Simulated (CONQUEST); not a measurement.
**PbS under changes of volume**

One of the cells (26.664 Å³/atom); the others are scaled copies at fixed shape and fractional positions:

```
CELL_PARAMETERS angstrom
4.15991 0.00000 0.00000
0.00000 4.27932 0.00000
0.00000 0.00000 11.98259
ATOMIC_POSITIONS crystal
Pb 0.00000 0.25000 0.13056
Pb 0.50000 0.25000 0.63056
Pb 0.00000 0.75000 0.86944
Pb 0.50000 0.75000 0.36944
S 0.00000 0.25000 0.35480
S 0.50000 0.25000 0.85480
S 0.00000 0.75000 0.64520
S 0.50000 0.75000 0.14520
```

Measurements of this composition are mostly on another form, of space group No. 225.

| Item | Value |
| --- | --- |
| Program | CONQUEST 1.3 |
| Functional | PBE |
| Potentials or basis | PseudoDojo NC PBE, SZP, grid of 40 × 40 × 120 points |
| k mesh | 7 × 6 × 3 |
| Occupations | fermi-dirac, width 0.05 eV |
| Spin | no spin polarisation |

```csv
volume (Å³/atom),energy over the lowest point (meV/atom),pressure (GPa),gap on the mesh (eV),largest force (eV/Å)
25.064,56.21,7.1,0.97,0.855
25.597,35.65,5.4,1.03,0.667
26.130,20.31,3.9,1.08,0.535
26.664,9.29,2.7,1.13,0.451
27.197,2.64,1.4,1.17,0.364
27.730,0.00,0.3,1.20,0.276
28.263,?,?,?,?
```

What does the run at 28.263 Å³/atom give?

Energy over the lowest point 0.65 meV/atom; pressure -0.7 GPa; gap on the mesh 1.21 eV; largest force 0.178 eV/Å.

Worked out: A Birch-Murnaghan fit of order 3 (a polynomial in V^(-2/3)) to the other rows has its minimum at 27.85 Å³/atom, just outside them, with B0 = V·E''(V) = 56 GPa and B' = 3.0 at fixed shape and positions, which overstates the stiffness. It gives 0.96 meV/atom at 28.263 Å³/atom, against the run's 0.65, and -dE/dV = -0.8 GPa, against -0.7. A parabola through the other rows of the gap, of slope 1.3 eV per unit of ln V there, extrapolates to 1.23 eV, against the run's 1.21.

Energies are extrapolated to zero smearing.

Caveats: the atomic basis is small; spin-orbit coupling is left out, which as a rule narrows the gap of such compounds by several tenths of an eV; an odd mesh through Γ misses points on the zone boundary, where band edges often lie; this functional lacks dispersion, which binds the layers, so the pressure and a relaxed spacing across them are unreliable; the basis of atomic orbitals isn't converged, which shifts pressures, moduli and gaps.
